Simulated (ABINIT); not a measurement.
# Si2W (I4/mmm) in ABINIT: single point with PBE

Aim: the single point of Si2W with PBE.

All numbers are computed with ABINIT 10.8.3 (patched build); they aren't measurements. Logs are shortened: lines on timing, memory, paths and dates and some standing lists are left out, and cuts for length are marked. The log counts tension as positive stress, the text compression.

### 1 The crystal as given

It takes space group I4/mmm (No. 139, tetragonal). The conventional cell has a = 3.214 Å, b = 3.214 Å, c = 7.830 Å, α = 90.00°, β = 90.00°, γ = 90.00°. Around W (site symmetry 4/mmm) lie 10 Si at 2.62 Å. Around Si (site symmetry 4mm) lie 5 Si at 2.59 to 2.63 Å and 5 W at 2.62 Å.

### 2 Single point, PBE

The input, run.abi:

```
# Pseudopotentials
pp_dirpath "./"
pseudos "W.upf, Si.upf"

# Structure
acell 4.5267083761 4.5267083761 4.5267083761 Angstrom
rprim
    -0.3549820016     0.3549820016     0.8648558013
     0.3549820016    -0.3549820016     0.8648558013
     0.3549820016     0.3549820016    -0.8648558013
ntypat 2
znucl 74 14
natom 3
typat 1 2 2
xcart
     0.0000000000     0.0000000000     0.0000000000
     0.0000000000     0.0000000000     5.2092324700
     0.0000000000     0.0000000000     2.6206675300 Angstrom

# Plane-wave basis
ecut 30.0

# k points
kptopt 1
ngkpt 9 9 9
nshiftk 1
shiftk 0.0 0.0 0.0

# Exchange and correlation
ixc 11

# Bands and occupations
nband 15
occopt 3
tsmear 0.05 eV

# SCF cycle
nstep 100
tolvrs 1.0e-10

# Output
iomode 3
prtwf 0
prtden 0
prteig 0
prtebands 0
enunit 1
```

Potentials or basis: PseudoDojo NC SR PBE v0.4.1 standard.

Launch:

```bash
mpirun --bind-to none -np 4 abinit run.abi > log 2>&1
```

run.abo:

```text
.Version 10.8.3 of ABINIT
 Symmetries : space group I4/m m m (#139); Bravais tI (body-center tetrag.)
================================================================================
 Values of the parameters that define the memory need of the present run
     intxc =       0    ionmov =       0      iscf =       7    lmnmax =       8
     lnmax =       8     mgfft =      45  mpssoang =       4    mqgrid =    3001
     natom =       3  nloc_mem =       1    nspden =       1   nspinor =       1
    nsppol =       1      nsym =      16    n1xccc =    2501    ntypat =       2
    occopt =       3   xclevel =       2
       mpw =        2169          nfft =       91125          nkpt =          75
================================================================================
================================================================================

--------------------------------------------------------------------------------
------------- Echo of variables that govern the present computation ------------
--------------------------------------------------------------------------------
 -outvars: echo values of preprocessed input variables --------
            acell      8.5542390827E+00  8.5542390827E+00  8.5542390827E+00 Bohr
              amu      1.83850000E+02  2.80855000E+01
             ecut      3.00000000E+01 Hartree
           enunit           1
                       outvar_i_n : Printing only first  50 k-points.
              ixc          11
                       outvar_i_n : Printing only first  50 k-points.
         kptrlatt        9    0    0      0    9    0      0    0    9
          kptrlen      5.46588164E+01
            natom           3
            nband          15
            ngfft          45      45      45
             nkpt          75
            nstep         100
             nsym          16
           ntypat           2
                       prtocc : prtvol=0, do not print more k-points.
           occopt           3
           prtden           0
        prtebands           0
           prteig           0
            prtwf           0
            rprim     -3.5498200160E-01  3.5498200160E-01  8.6485580130E-01
                       3.5498200160E-01 -3.5498200160E-01  8.6485580130E-01
                       3.5498200160E-01  3.5498200160E-01 -8.6485580130E-01
          spgroup         139
           tolvrs      1.00000000E-10
           tsmear      1.83746611E-03 Hartree
            typat      1  2  2
                       outvars : Printing only first  50 k-points.
           xangst      0.0000000000E+00  0.0000000000E+00  0.0000000000E+00
                       3.0339386114E-17 -3.0339386114E-17  5.2092324699E+00
                      -2.0393103775E-18  2.0393103775E-18  2.6206675299E+00
            xcart      0.0000000000E+00  0.0000000000E+00  0.0000000000E+00
                       5.7333130584E-17 -5.7333130584E-17  9.8440226942E+00
                      -3.8537380992E-18  3.8537380992E-18  4.9523438985E+00
             xred      0.0000000000E+00  0.0000000000E+00  0.0000000000E+00
                       6.6530000001E-01  6.6530000001E-01  0.0000000000E+00
                       3.3469999999E-01  3.3469999999E-01  0.0000000000E+00
            znucl       74.00000   14.00000

================================================================================

 chkinp: Checking input parameters for consistency.

================================================================================
== DATASET  1 ==================================================================

--- !DatasetInfo
iteration_state: {dtset: 1, }
dimensions: {natom: 3, nkpt: 75, mband: 15, nsppol: 1, nspinor: 1, nspden: 1, mpw: 2169, }
cutoff_energies: {ecut:  30.0, pawecutdg:  -1.0, }
electrons: {nelect:   2.20000000E+01, charge:   0.00000000E+00, occopt:   3.00000000E+00, tsmear:   1.83746611E-03, }
meta: {optdriver: 0, ionmov: 0, optcell: 0, iscf: 7, paral_kgb: 0, }
...

 Exchange-correlation functional for the present dataset will be:
  GGA: Perdew-Burke-Ernzerhof functional - ixc=11
  J.P.Perdew, K.Burke, M.Ernzerhof, PRL 77, 3865 (1996)

 Real(R)+Recip(G) space primitive vectors, cartesian coordinates (Bohr,Bohr^-1):
 R(1)= -3.0366009  3.0366009  7.3981833  G(1)=  0.0000000  0.1646578  0.0675842
 R(2)=  3.0366009 -3.0366009  7.3981833  G(2)=  0.1646578  0.0000000  0.0675842
 R(3)=  3.0366009  3.0366009 -7.3981833  G(3)=  0.1646578  0.1646578  0.0000000
 Unit cell volume ucvol=  2.7287297E+02 bohr^3
 Angles (23,13,12)=  1.38415317E+02  1.38415317E+02  6.02675125E+01 degrees

 getcut: wavevector=  0.0000  0.0000  0.0000  ngfft=  45  45  45
         ecut(hartree)=     30.000   => boxcut(ratio)=   2.08831

--- Pseudopotential description ------------------------------------------------
- pspini: atom type   1  psp file is ./W.upf
12 -101130 3 -1 1396                          pspcod,pspxc,lmax,lloc,mmax
     nproj     2     2     2     2

- pspini: atom type   2  psp file is ./Si.upf
12 -101130 2 -1 1510                          pspcod,pspxc,lmax,lloc,mmax
     nproj     2     2     2     0

   6.68664179E+02                                ecore*ucvol(ha*bohr**3)
--------------------------------------------------------------------------------

================================================================================

--- !BeginCycle
iteration_state: {dtset: 1, }
solver: {iscf: 7, nstep: 100, nline: 4, wfoptalg: 0, }
tolerances: {tolvrs: 1.00E-10, }
...

     iter   Etot(hartree)      deltaE(h)  residm     vres2
 ETOT  1  -84.316343102555    -8.432E+01 7.155E-02 2.751E+01
 ETOT  2  -84.346750999016    -3.041E-02 1.930E-02 5.550E+01
 ETOT  3  -84.352221812583    -5.471E-03 9.911E-03 1.411E-01
 ETOT  4  -84.352237625196    -1.581E-05 3.246E-03 4.077E-03
 ETOT  5  -84.352238088282    -4.631E-07 6.241E-03 1.949E-04
 ETOT  6  -84.352238106870    -1.859E-08 1.951E-03 1.791E-06
 ETOT  7  -84.352238107109    -2.392E-10 2.396E-03 4.095E-08
 ETOT  8  -84.352238107112    -3.112E-12 7.643E-04 1.536E-09
 ETOT  9  -84.352238107112     9.237E-13 1.191E-03 3.217E-11

 At SCF step    9       vres2   =  3.22E-11 < tolvrs=  1.00E-10 =>converged.

 Cartesian components of stress tensor (hartree/bohr^3)
  sigma(1 1)= -1.06856270E-04  sigma(3 2)=  0.00000000E+00
  sigma(2 2)= -1.06856270E-04  sigma(3 1)=  0.00000000E+00
  sigma(3 3)= -1.13251691E-04  sigma(2 1)=  0.00000000E+00

--- !ResultsGS
iteration_state: {dtset: 1, }
comment   : Summary of ground state results
lattice_vectors:
- [ -3.0366009,   3.0366009,   7.3981833, ]
- [  3.0366009,  -3.0366009,   7.3981833, ]
- [  3.0366009,   3.0366009,  -7.3981833, ]
lattice_lengths: [   8.55424,    8.55424,    8.55424, ]
lattice_angles: [138.415, 138.415,  60.268, ] # degrees, (23, 13, 12)
lattice_volume:   2.7287297E+02
convergence: {deltae:  9.237E-13, res2:  3.217E-11, residm:  1.191E-03, diffor: null, }
etotal    :  -8.43522381E+01
entropy   :   0.00000000E+00
fermie    :   5.00611149E-01
cartesian_stress_tensor: # hartree/bohr^3
- [ -1.06856270E-04,   0.00000000E+00,   0.00000000E+00, ]
- [  0.00000000E+00,  -1.06856270E-04,   0.00000000E+00, ]
- [  0.00000000E+00,   0.00000000E+00,  -1.13251691E-04, ]
pressure_GPa:   3.2065E+00
xred      :
- [  0.0000E+00,   0.0000E+00,   0.0000E+00,  W]
- [  6.6530E-01,   6.6530E-01,   0.0000E+00, Si]
- [  3.3470E-01,   3.3470E-01,   0.0000E+00, Si]
cartesian_forces: # hartree/bohr
- [ -0.00000000E+00,  -0.00000000E+00,  -0.00000000E+00, ]
- [  6.66413553E-20,   6.66413553E-20,   8.65510083E-04, ]
- [ -6.66413553E-20,  -6.66413553E-20,  -8.65510083E-04, ]
force_length_stats: {min:   0.00000000E+00, max:   8.65510083E-04, mean:   5.77006722E-04, }
...

 Integrated electronic density in atomic spheres:
 ------------------------------------------------
 Atom  Sphere_radius  Integrated_density
    1        2.00000         10.25336440
    2        2.00000          1.79418371
    3        2.00000          1.79418371
================================================================================

 ----iterations are completed or convergence reached----

 Mean square residual over all n,k,spin=   44.050E-07; max=  11.910E-04
 reduced coordinates (array xred) for    3 atoms
       0.000000000000      0.000000000000      0.000000000000
       0.665300000006      0.665300000006      0.000000000000
       0.334699999994      0.334699999994      0.000000000000
 rms dE/dt=  5.2282E-03; max dE/dt=  6.4032E-03; dE/dt below (all hartree)
    1       0.000000000000      0.000000000000      0.000000000000
    2      -0.006403202238     -0.006403202238      0.006403202238
    3       0.006403202238      0.006403202238     -0.006403202238

 cartesian coordinates (angstrom) at end:
    1      0.00000000000000     0.00000000000000     0.00000000000000
    2      0.00000000000000    -0.00000000000000     5.20923246986339
    3     -0.00000000000000     0.00000000000000     2.62066752986339

 cartesian forces (hartree/bohr) at end:
    1     -0.00000000000000    -0.00000000000000    -0.00000000000000
    2      0.00000000000000     0.00000000000000     0.00086551008290
    3     -0.00000000000000    -0.00000000000000    -0.00086551008290
 frms,max,avg= 4.0800537E-04 8.6551008E-04   0.000E+00  0.000E+00  0.000E+00 h/b

 cartesian forces (eV/Angstrom) at end:
    1     -0.00000000000000    -0.00000000000000    -0.00000000000000
    2      0.00000000000000     0.00000000000000     0.04450631791453
    3     -0.00000000000000    -0.00000000000000    -0.04450631791453
 frms,max,avg= 2.0980479E-02 4.4506318E-02   0.000E+00  0.000E+00  0.000E+00 e/A
 length scales=  8.554239082682  8.554239082682  8.554239082682 bohr
              =  4.526708376100  4.526708376100  4.526708376100 angstroms
 Fermi (or HOMO) energy (eV) =  13.62232   Average Vxc (eV)= -12.57770
 Eigenvalues (   eV  ) for nkpt=  75  k points:
 kpt#   1, nband= 15, wtk=  0.00137, kpt=  0.0000  0.0000  0.0000 (reduced coord)
 -60.17780  -24.43625  -24.40729  -24.40729   -0.38836    6.83847    9.95341   10.37880
  10.85017   10.85017   14.31149   16.43480   16.63595   16.76421   16.76421
 prteigrs : prtvol=0 or 1, do not print more k-points.

--- !EnergyTerms
iteration_state     : {dtset: 1, }
comment             : Components of total free energy in Hartree
kinetic             :  2.37881957127094E+01
hartree             :  1.37760065960139E+01
xc                  : -1.98552375755928E+01
Ewald energy        : -6.26385810875618E+01
psp_core            :  2.45045958130938E+00
local_psp           : -5.55130184227708E+01
non_local_psp       :  1.36400413495227E+01
internal            : -8.43521338463700E+01
'-kT*entropy'       : -1.04260741574801E-04
total_energy        : -8.43522381071116E+01
total_energy_eV     : -2.29534133184557E+03
band_energy         : -5.43376393870633E+00
...

 Cartesian components of stress tensor (hartree/bohr^3)
  sigma(1 1)= -1.06856270E-04  sigma(3 2)=  0.00000000E+00
  sigma(2 2)= -1.06856270E-04  sigma(3 1)=  0.00000000E+00
  sigma(3 3)= -1.13251691E-04  sigma(2 1)=  0.00000000E+00

-Cartesian components of stress tensor (GPa)         [Pressure=  3.2065E+00 GPa]
- sigma(1 1)= -3.14382001E+00  sigma(3 2)=  0.00000000E+00
- sigma(2 2)= -3.14382001E+00  sigma(3 1)=  0.00000000E+00
- sigma(3 3)= -3.33197980E+00  sigma(2 1)=  0.00000000E+00

== END DATASET(S) ==============================================================
================================================================================

 -outvars: echo values of variables after computation  --------
            acell      8.5542390827E+00  8.5542390827E+00  8.5542390827E+00 Bohr
           etotal     -8.4352238107E+01
            fcart     -0.0000000000E+00 -0.0000000000E+00 -0.0000000000E+00
                       6.6641355269E-20  6.6641355269E-20  8.6551008290E-04
                      -6.6641355269E-20 -6.6641355269E-20 -8.6551008290E-04
            rprim     -3.5498200160E-01  3.5498200160E-01  8.6485580130E-01
                       3.5498200160E-01 -3.5498200160E-01  8.6485580130E-01
                       3.5498200160E-01  3.5498200160E-01 -8.6485580130E-01
           strten     -1.0685627019E-04 -1.0685627019E-04 -1.1325169145E-04
                       0.0000000000E+00  0.0000000000E+00  0.0000000000E+00
           xangst      0.0000000000E+00  0.0000000000E+00  0.0000000000E+00
                       3.0339386114E-17 -3.0339386114E-17  5.2092324699E+00
                      -2.0393103775E-18  2.0393103775E-18  2.6206675299E+00
             xred      0.0000000000E+00  0.0000000000E+00  0.0000000000E+00
                       6.6530000001E-01  6.6530000001E-01  0.0000000000E+00
                       3.3469999999E-01  3.3469999999E-01  0.0000000000E+00
 Calculation completed.
```

It took 34 s on 4 MPI ranks of Arm Neoverse V1, shared host; peak memory 0.36 GiB.

Results:

| Item | Value |
| --- | --- |
| Free energy | -2295.3413 eV |
| Pressure | 3.2 GPa |
| Largest force | 0.045 eV/Å |
| Band gap on the k mesh | none (metal or under the smearing width) |
| Valence electrons inside the program's atomic spheres | W 10.25; Si 1.79 |

Forces on the atoms (eV/Å):
```
W    0.000  0.000  0.000
Si   0.000  0.000  0.045
Si   0.000  0.000 -0.045
```

Stress tensor (GPa, compression positive):
```
3.14 0.00 0.00
0.00 3.14 0.00
0.00 0.00 3.33
```

Spin-orbit coupling is left out, which matters for the levels of W.
